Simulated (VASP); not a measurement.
Input of a VASP 6.6.1 run:

INCAR

```
SYSTEM = CdSe
  ALGO = Fast
  EDIFF = 1E-8
  ENCUT = 600
  IBRION = 8
  ISIF = 2
  ISMEAR = 0
  LASPH = .True.
  LCHARG = .False.
  LEPSILON = .True.
  LREAL = .False.
  LWAVE = .False.
  NELM = 80
  NSW = 1
  PREC = Accurate
  SIGMA = 0.02
```

The input KPOINTS:

```
k-points
0
Gamma
  10 10 10
  0 0 0
```

The input POSCAR:

```
CdSe
1.0
    0.0000000000      3.1465100000      3.1465100000
    3.1465100000      0.0000000000      3.1465100000
    3.1465100000      3.1465100000      0.0000000000
Cd Se
1 1
Direct
    0.0000000000      0.0000000000      0.0000000000
    0.2500000000      0.2500000000      0.2500000000
```

Potentials or basis: VASP PAW LDA potentials, release 64 (Cd, Se).

The run is started by

```sh
$ cat potpaw_LDA.64/Cd/POTCAR potpaw_LDA.64/Se/POTCAR > POTCAR
$ mpirun -np 1 vasp_std > vasp.out
```

**Question.** Estimate the electronic dielectric tensor (diagonal).

**Answer.** 107.06.

**Question.** Estimate the Born charges (mean of the diagonal).

**Answer.** Cd +2.96; Se -2.96 e.

**Question.** What does it give for the highest phonon frequency at Γ, LO-TO splitting left out?

**Answer.** 137 cm⁻¹.

**Question.** What does it give for the band gap on the k mesh?

**Answer.** 0.16 eV, direct.

Electronic dielectric tensor:
```
107.06   0.00   0.00
  0.00 107.06   0.00
  0.00   0.00 107.06
```

Caveat: the gap is small at this level, which inflates the dielectric constant. Expect the measured gap to be larger: semilocal functionals such as LDA lack the derivative discontinuity.
